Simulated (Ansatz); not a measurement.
KCl (Fm-3m): zone-centre phonons and dielectric response

Perturbation theory with PBEsol in the plane-wave code Ansatz on the PBEsol cell, ground state and force constants on a 6×6×6 mesh. Calculated for a static, non-magnetic cell.

Space group Fm-3m (No. 225), cubic; conventional cell a = 6.243 Å, 30.42 Å³ an atom. K has 6 Cl at 3.12 Å; Cl has 6 K at 3.12 Å.

```cif
data_structure
_symmetry_space_group_name_H-M 'Fm-3m'
_symmetry_Int_Tables_number 225
_cell_length_a 6.2432
_cell_length_b 6.2432
_cell_length_c 6.2432
_cell_angle_alpha 90.000
_cell_angle_beta 90.000
_cell_angle_gamma 90.000
_cell_volume 243.35
loop_
_atom_site_label
_atom_site_type_symbol
_atom_site_symmetry_multiplicity
_atom_site_Wyckoff_symbol
_atom_site_fract_x
_atom_site_fract_y
_atom_site_fract_z
_atom_site_occupancy
K1 K 4 a 0.00000 0.00000 0.00000 1
Cl1 Cl 4 b 0.50000 0.00000 0.00000 1
```

Optical modes without the longitudinal term:
```
ω (cm⁻¹)  degeneracy  IR intensity, summed over the level ((D/Å)²/amu)
     138           3                                              4.70
```

The optical mode at Γ lies at 138 cm⁻¹ without the longitudinal term. With the long-range field the highest mode reaches 205 cm⁻¹.

The electronic dielectric tensor ε∞ is 2.38 in all directions. With the ions relaxed, ε⁰ is 5.3 in all directions. Born charges, averaged over directions: K +1.12, Cl -1.12 e.

With one polar mode in a cubic crystal the Lyddane-Sachs-Teller relation applies: (ω_LO/ω_TO)² = (205.3/138.3)² = 2.205, and ε⁰/ε∞ = 5.254/2.383 = 2.205. The refractive index √ε∞ is 1.54.

For comparison, on the r2SCAN cell the mean ε∞ is 2.25 with r2SCAN (ground state on 6×6×6; least gap 5.83 eV), 2.32 with PBE (ground state on 6×6×6; least gap 5.19 eV).
